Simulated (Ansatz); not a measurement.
# SnSe2 (P-3m1) in Ansatz: notebook

The runs below take SnSe2 through single point, equation of state, with LDA.

All numbers are computed with Ansatz 0.2.0; they aren't measurements. Logs are shortened: lines on timing, memory, paths and dates and some standing lists are left out, and cuts for length are marked.

## Step 1: The crystal as given

Symmetry: P-3m1, No. 164, trigonal system. The conventional cell has a = 3.811 Å, b = 3.811 Å, c = 6.136 Å, α = 90.00°, β = 90.00°, γ = 120.00°. Sn (site symmetry -3m) has 6 Se at 2.68 Å as nearest neighbours. Se (site symmetry 3m) has 3 Sn at 2.68 Å as nearest neighbours.

## Step 2: Single point, LDA, 24.18 Å³/atom (volume scaled by 0.94)

File input.yaml:

```yaml
crystal:
  lattice:
    - [3.7332026603, 0.0, 0.0]
    - [-1.8666013302, 3.2330483413, 0.0]
    - [0.0, 0.0, 6.0107403631]
  atoms:
    - { symbol: Sn, position: [0.0, 0.0, 0.0] }
    - { symbol: Se, position: [0.6666666667, 0.3333333333, 0.751] }
    - { symbol: Se, position: [0.3333333333, 0.6666666667, 0.249] }
kpoints:
  mp_grid: { grid: [8, 8, 5] }
scf:
  occupations: { method: fermi_dirac, width: 0.05 }
hamiltonian:
  xc: lda
  pseudopotentials: { kind: all_electron, lapw: { basis_error: 0.002 } }
output:
  forces: true
  stress: true
  eigenvalues: true
```

Potentials or basis: all-electron LAPW, scalar-relativistic.

Launch:

```
ansatz run input.yaml --threads 2 --pin off --max-ram 8192MiB --backend cpu --events-out ev --progress --plain --runs-dir out
```

The program printed:

```text
Warning: RAYON_NUM_THREADS=2 ignored (pool sized by the plan → 2); use --threads N
LAPW: plane waves up to 8.151 Å⁻¹, error target 2.0e-3 eV per atom; small_component_spin mean_spin; Se in spheres of 1.259 Å, 24 of its electrons in bands, Dirac shells []; Sn in spheres of 1.365 Å, 22 of its electrons in bands, Dirac shells [] (how accurate: hamiltonian.pseudopotentials.lapw.basis_error, Limitations)
Engine: ansatz 0.2.0, x86_64-unknown-linux-gnu
Pseudopotentials: kind: all_electron
Pseudopotential: Sn, LAPW, valence charge 22, lapw/all_electron/scalar/gaussian/Sn, Koelling and Harmon's equation, gaussian nucleus
Pseudopotential: Se, LAPW, valence charge 24, lapw/all_electron/scalar/gaussian/Se, Koelling and Harmon's equation, gaussian nucleus
Functional definition: SPW92
  exchange = slater_x
  correlation = pw_c
Crystal: 3 atoms, lattice volume = 72.547 Å³
Basis set: ecut = 253.1402026828079 eV, 663 PW (Γ), exchange–correlation at level 2
Bands: 42, of which v1, the nominal top of the filled ones, is band 35 counted from 1 (34 counted from 0)
Symmetry: 12 space group operations
Space group: P-3m1 (ITA 164), of the structure as read, at distance tolerance 4.2e-5 Å
k-points: 40 of 320
Non-local potential: Sn, projectors of the file, none
Non-local potential: Se, projectors of the file, none
Initial density: superposition of atomic densities (chi_scale 0.1, normalization cell, long waves kept (reshape's long-wave potential 0.14 eV rms))
Initial wavefunctions: plane waves of lowest kinetic energy (no species holds an atomic orbital)
Functional: x = slater, c = lda
iter 1 solved again at ethr=1.12e-3 eV; its pass at ethr=1.00e-1 eV (dr2=7.81e-1 eV) is discarded
SCF iter   1: F=—  HF=-300026.015305 eV  |F-HF|=—  |Δ(HF+E_count)|=         —  Δρ=2.74e-2  dr2=7.81e-1  ethr=1.12e-3  ⟨swp⟩=2.0  Hψ=10760  notcnv=0
preconditioner: auto → Resta (q_TF=auto, 2.712 Å⁻¹)  ε∞=2.6  [insulator: Δε(μ)=1.145 eV  Ē_g=17.346 eV  σ=0.050 eV  W_gap=1.00  n_scr=22 (ndim 8)  ℏωp=22.2 eV  f_vac=0.129  D(μ)=0.00/eV (n_scr^D=0)  ε∞_Penn≈2.6]
SCF iter   2: F=—  HF=-300025.737624 eV  |F-HF|=—  |Δ(HF+E_count)|=   2.78e-1  Δρ=1.26e-2  dr2=1.38e-1  ethr=1.12e-3  ⟨swp⟩=2.0  Hψ=5161  notcnv=0
SCF iter   3: F=—  HF=-300025.703826 eV  |F-HF|=—  |Δ(HF+E_count)|=   3.38e-2  Δρ=5.44e-3  dr2=2.69e-2  ethr=1.98e-4  ⟨swp⟩=2.0  Hψ=5089  notcnv=0
iter 4 solved again at ethr=1.62e-6 eV; its pass at ethr=3.85e-5 eV (dr2=1.13e-3 eV) is discarded
SCF iter   4: F=—  HF=-300025.698808 eV  |F-HF|=—  |Δ(HF+E_count)|=         —  Δρ=1.11e-3  dr2=1.13e-3  ethr=1.62e-6  ⟨swp⟩=2.0  Hψ=8326  notcnv=0
the basis was enlarged: its passes take 53.5 KiB over the memory plan, 2 of 2 planned eigensolver slots
SCF iter   5: F=—  HF=-300025.698451 eV  |F-HF|=—  |Δ(HF+E_count)|=   3.57e-4  Δρ=2.51e-4  dr2=6.59e-5  ethr=1.62e-6  ⟨swp⟩=2.0  Hψ=4883  notcnv=0
SCF iter   6: F=—  HF=-300025.698430 eV  |F-HF|=—  |Δ(HF+E_count)|=   2.13e-5  Δρ=9.78e-5  dr2=6.42e-6  ethr=9.42e-8  ⟨swp⟩=2.0  Hψ=4883  notcnv=0
SCF iter   7: F=—  HF=-300025.698429 eV  |F-HF|=—  |Δ(HF+E_count)|=   1.07e-6  Δρ=4.02e-5  dr2=1.16e-6  ethr=9.17e-9  ⟨swp⟩=2.0  Hψ=4883  notcnv=0
SCF iter   8: F=-300025.698429 eV  HF=-300025.698429 eV  |F-HF|=4.21e-8  |Δ(HF+E_count)|=   6.16e-7  Δρ=8.93e-6  dr2=7.55e-8  ethr=1.66e-9  ⟨swp⟩=3.0  Hψ=4938  notcnv=0
SCF 1 converged in 8 iterations: F = -300025.698429 eV  dr2 = 7.55e-8
SCF converged after 8 iterations
Free energy (F): -300025.698429 eV
Harris-Foulkes:  -300025.698429 eV  (|F-HF|=4.21e-8)
Internal energy: -300025.698398 eV  (E = F + TS)
E sigma→0 (E₀):  -300025.698414 eV
Entropy (-TS):   -0.000031 eV (-0.010 meV/atom)
Fermi energy:    10.659022 eV
--- Per-component energies (eV) ---
  E_band       = -3866.327689
  E_kinetic    = 311754.957536
  E_xc         = -8971.473440
  E_electrostatic = -602809.182494  (all electrons and nuclei)
  E_smearing   = -0.000031  (= −TS)
  E_closure    = 0.000000  (closes the sum)
  E_atoms      = -300012.049701  (free atoms, spherical and without spin; not in F)
  Σ components = -300025.698429   (vs F -300025.698429, Δ=0.00e0)
  Basis errors (estimates in eV, not in F): energy 8.0e-4 per atom: plane waves 7.5e-4 (4.4e-4 summed), levels above the bands 2.3e-75, relativity 4.3e-9, radial functions 5.2e-5, core shells 9.5e-8; eigenvalues (radial functions only) 1.5e-6; not estimated: angular momenta, meshes, grids; target (lapw.basis_error) 2.0e-3; muffin-tin radii Se 1.259 Å, Sn 1.365 Å
--- Forces (eV/Å), atoms counted from 1 ---
  atom   1  Sn    -0.00000000     0.00000000     0.00000000
  atom   2  Se    -0.00000000    -0.00000000    -1.12957957
  atom   3  Se     0.00000000     0.00000000     1.12957957
  max |Σ_I F_I| component: 2.31e-18 eV/Å
--- Stress (GPa, compression-positive) ---
        5.514955       0.000000       0.000000
        0.000000       5.514955       0.000000
        0.000000       0.000000       6.996847
  P = ⅓ Tr σ = 6.0089 GPa (60.089 kbar)
--- Band table (eV; the first three rows and the last of 40) ---
  k-point 0: bands = ["-195.9302", "-195.9302", "-135.9827", "-135.9827", "-135.9827", "-135.9827", "-135.9386", "-135.9386", "-118.5294", "-74.4628", "-74.4628", "-74.4563", "-36.7529", "-36.7529", "-36.7528", "-36.7528", "-36.7205", "-36.7205", "-36.7196", "-36.7196", "-36.7068", "-36.7065", "-11.0093", "-11.0093", "-10.9519", "-10.9332", "-10.9332", "-4.2845", "-2.2624", "3.9083", "9.4873", "9.4873", "9.8496", "9.8496", "10.2728", "11.4383", "13.0960", "14.9253", "14.9253", "18.3993", "19.2980", "19.2980"]
  k-point 1: bands = ["-195.9302", "-195.9302", "-135.9827", "-135.9827", "-135.9827", "-135.9827", "-135.9386", "-135.9386", "-118.5294", "-74.4628", "-74.4628", "-74.4563", "-36.7529", "-36.7529", "-36.7528", "-36.7528", "-36.7204", "-36.7204", "-36.7197", "-36.7197", "-36.7067", "-36.7065", "-11.0093", "-11.0093", "-10.9519", "-10.9333", "-10.9333", "-4.2277", "-2.3941", "4.2343", "9.3009", "9.4467", "9.4467", "9.9158", "9.9158", "12.1532", "13.1191", "14.8149", "14.8149", "18.6339", "19.0278", "19.0278"]
  k-point 2: bands = ["-195.9302", "-195.9302", "-135.9827", "-135.9827", "-135.9827", "-135.9827", "-135.9386", "-135.9386", "-118.5294", "-74.4628", "-74.4628", "-74.4563", "-36.7528", "-36.7528", "-36.7528", "-36.7528", "-36.7203", "-36.7203", "-36.7198", "-36.7198", "-36.7067", "-36.7065", "-11.0093", "-11.0093", "-10.9518", "-10.9333", "-10.9333", "-4.1200", "-2.6148", "4.8971", "8.1419", "9.3985", "9.3985", "10.0067", "10.0067", "12.7801", "13.1286", "14.6457", "14.6457", "18.5136", "18.7096", "18.7096"]
  k-point 39: bands = ["-195.9302", "-195.9302", "-135.9827", "-135.9827", "-135.9827", "-135.9827", "-135.9386", "-135.9386", "-118.5294", "-74.4632", "-74.4631", "-74.4563", "-36.7525", "-36.7524", "-36.7522", "-36.7522", "-36.7205", "-36.7202", "-36.7202", "-36.7199", "-36.7061", "-36.7061", "-11.0587", "-11.0205", "-10.9418", "-10.9206", "-10.9063", "-1.9902", "-1.7528", "2.4517", "5.4841", "5.8608", "6.6254", "9.5295", "9.8381", "12.6611", "15.0594", "15.2844", "16.6459", "17.5935", "18.5934", "20.0124"]
```

It took 7.5 s on 2 threads of Intel Xeon 6975P-C (Granite Rapids), shared host; peak memory 0.44 GiB.

Results:

```
Free energy            : -300025.6984 eV
Pressure               : 6.0 GPa
Largest force          : 1.130 eV/Å
Band gap on the k mesh : 0.75 eV, indirect (least direct gap 1.17 eV)
```

Caveat: spin-orbit coupling is left out, which moves the levels of the heavy elements; an odd mesh through Γ misses points on the zone boundary, where band edges often lie; forces of over 1 eV/Å show positions far from the minimum, so gaps and moduli don't describe the material at rest.

## Step 3: Single point, LDA, 24.70 Å³/atom (volume scaled by 0.96)

input.yaml: that of step 2 with these lines changed.

```diff
@@ -2,5 +2,5 @@
   lattice:
-    - [3.7332026603, 0.0, 0.0]
-    - [-1.8666013302, 3.2330483413, 0.0]
-    - [0.0, 0.0, 6.0107403631]
+    - [3.7594936861, 0.0, 0.0]
+    - [-1.8797468431, 3.2558170375, 0.0]
+    - [0.0, 0.0, 6.0530709152]
   atoms:
```

Potentials or basis: all-electron LAPW, scalar-relativistic.

Launch:

```
ansatz run input.yaml --threads 2 --pin off --max-ram 8192MiB --backend cpu --events-out ev --progress --plain --runs-dir out
```

It took 7.1 s on 2 threads of Intel Xeon 6975P-C (Granite Rapids), shared host; peak memory 0.43 GiB.

Results (log left out):

* Free energy: -300025.7467 eV
* Pressure: 4.1 GPa
* Largest force: 0.894 eV/Å
* Band gap on the k mesh: 0.73 eV, indirect (least direct gap 1.06 eV)

Caveat: spin-orbit coupling is left out, which moves the levels of the heavy elements; an odd mesh through Γ misses points on the zone boundary, where band edges often lie.

## Step 4: Single point, LDA, 25.21 Å³/atom (volume scaled by 0.98)

input.yaml: that of step 3 with these lines changed.

```diff
@@ -2,5 +2,5 @@
   lattice:
-    - [3.7594936861, 0.0, 0.0]
-    - [-1.8797468431, 3.2558170375, 0.0]
-    - [0.0, 0.0, 6.0530709152]
+    - [3.7854220481, 0.0, 0.0]
+    - [-1.8927110241, 3.2782716577, 0.0]
+    - [0.0, 0.0, 6.0948175511]
   atoms:
```

Launch:

```
ansatz run input.yaml --threads 2 --pin off --max-ram 8192MiB --backend cpu --events-out ev --progress --plain --runs-dir out
```

It took 7 s on 2 threads of Intel Xeon 6975P-C (Granite Rapids), shared host; peak memory 0.43 GiB.

The run converged. Its results:

```yaml
Free_energy: -300025.7774 eV
Pressure: 2.3 GPa
Largest_force: 0.677 eV/Å
Band_gap_on_the_k_mesh: 0.70 eV, indirect (least direct gap 0.97 eV)
```

Caveat: spin-orbit coupling is left out, which moves the levels of the heavy elements; an odd mesh through Γ misses points on the zone boundary, where band edges often lie.

## Step 5: Single point, LDA, 25.73 Å³/atom

input.yaml: that of step 4 with these lines changed.

```diff
@@ -2,5 +2,5 @@
   lattice:
-    - [3.7854220481, 0.0, 0.0]
-    - [-1.8927110241, 3.2782716577, 0.0]
-    - [0.0, 0.0, 6.0948175511]
+    - [3.811, 0.0, 0.0]
+    - [-1.9055, 3.3004228138, 0.0]
+    - [0.0, 0.0, 6.136]
   atoms:
```

Launch:

```
ansatz run input.yaml --threads 2 --pin off --max-ram 8192MiB --backend cpu --events-out ev --progress --plain --runs-dir out
```

Run time: 8.8 s. Hardware: 2 threads of Intel Xeon 6975P-C (Granite Rapids), shared host; peak memory 0.42 GiB.

It converged, with:

* Free energy: -300025.7923 eV
* Pressure: 0.8 GPa
* Largest force: 0.477 eV/Å
* Band gap on the k mesh: 0.68 eV, indirect (least direct gap 0.88 eV)

Caveat: spin-orbit coupling is left out, which moves the levels of the heavy elements; an odd mesh through Γ misses points on the zone boundary, where band edges often lie.

## Step 6: Single point, LDA, 26.24 Å³/atom (volume scaled by 1.02)

input.yaml: that of step 5 with these lines changed.

```diff
@@ -2,5 +2,5 @@
   lattice:
-    - [3.811, 0.0, 0.0]
-    - [-1.9055, 3.3004228138, 0.0]
-    - [0.0, 0.0, 6.136]
+    - [3.8362391461, 0.0, 0.0]
+    - [-1.9181195731, 3.3222805555, 0.0]
+    - [0.0, 0.0, 6.1766369459]
   atoms:
```

Potentials or basis: all-electron LAPW, scalar-relativistic.

Launch:

```
ansatz run input.yaml --threads 2 --pin off --max-ram 8192MiB --backend cpu --events-out ev --progress --plain --runs-dir out
```

It took 6.4 s on 2 threads of Intel Xeon 6975P-C (Granite Rapids), shared host; peak memory 0.42 GiB.

Results (log left out):

* Free energy: -300025.7932 eV
* Pressure: -0.6 GPa
* Largest force: 0.292 eV/Å
* Band gap on the k mesh: 0.65 eV, indirect (least direct gap 0.80 eV)

Caveat: spin-orbit coupling is left out, which moves the levels of the heavy elements; an odd mesh through Γ misses points on the zone boundary, where band edges often lie.

## Step 7: Single point, LDA, 26.76 Å³/atom (volume scaled by 1.04)

input.yaml: that of step 6 with these lines changed.

```diff
@@ -2,5 +2,5 @@
   lattice:
-    - [3.8362391461, 0.0, 0.0]
-    - [-1.9181195731, 3.3222805555, 0.0]
-    - [0.0, 0.0, 6.1766369459]
+    - [3.861150488, 0.0, 0.0]
+    - [-1.930575244, 3.3438544104, 0.0]
+    - [0.0, 0.0, 6.2167461018]
   atoms:
```

Launch:

```
ansatz run input.yaml --threads 2 --pin off --max-ram 8192MiB --backend cpu --events-out ev --progress --plain --runs-dir out
```

It took 6.5 s on 2 threads of Intel Xeon 6975P-C (Granite Rapids), shared host; peak memory 0.43 GiB.

The run converged. Its results:

```
Free energy            : -300025.7816 eV
Pressure               : -1.8 GPa
Largest force          : 0.122 eV/Å
Band gap on the k mesh : 0.62 eV, indirect (least direct gap 0.73 eV)
```

Caveat: spin-orbit coupling is left out, which moves the levels of the heavy elements; an odd mesh through Γ misses points on the zone boundary, where band edges often lie.

## Step 8: Single point, LDA, 27.27 Å³/atom (volume scaled by 1.06)

input.yaml: that of step 7 with these lines changed.

```diff
@@ -2,5 +2,5 @@
   lattice:
-    - [3.861150488, 0.0, 0.0]
-    - [-1.930575244, 3.3438544104, 0.0]
-    - [0.0, 0.0, 6.2167461018]
+    - [3.8857444663, 0.0, 0.0]
+    - [-1.9428722331, 3.3651534204, 0.0]
+    - [0.0, 0.0, 6.2563442784]
   atoms:
```

Launch:

```
ansatz run input.yaml --threads 2 --pin off --max-ram 8192MiB --backend cpu --events-out ev --progress --plain --runs-dir out
```

Run time: 6.4 s. Hardware: 2 threads of Intel Xeon 6975P-C (Granite Rapids), shared host; peak memory 0.42 GiB.

It converged, with:

* Free energy: -300025.7587 eV
* Pressure: -2.9 GPa
* Largest force: 0.035 eV/Å
* Band gap on the k mesh: 0.59 eV, indirect (least direct gap 0.66 eV)

Caveat: spin-orbit coupling is left out, which moves the levels of the heavy elements; an odd mesh through Γ misses points on the zone boundary, where band edges often lie.

## Step 9: Equation of state, LDA

Potentials or basis: all-electron LAPW, scalar-relativistic.

No new run: the results of the series are fitted here.

What came out:

| Item | Value |
| --- | --- |
| Equilibrium volume | 26.02 Å³/atom |
| Bulk modulus at fixed shape and positions | 69 GPa |
| Pressure derivative of the bulk modulus | 4.7 |

Energy against volume, from the lowest point:
| volume (Å³/atom) | energy (meV/atom) |
| --- | --- |
| 24.182 | 31.60 |
| 24.697 | 15.49 |
| 25.212 | 5.27 |
| 25.726 | 0.30 |
| 26.241 | 0.00 |
| 26.755 | 3.88 |
| 27.270 | 11.50 |

Caveat: the cell was scaled at fixed shape and fractional positions, which overstates the stiffness of a crystal with free parameters, most of all of layers and chains.
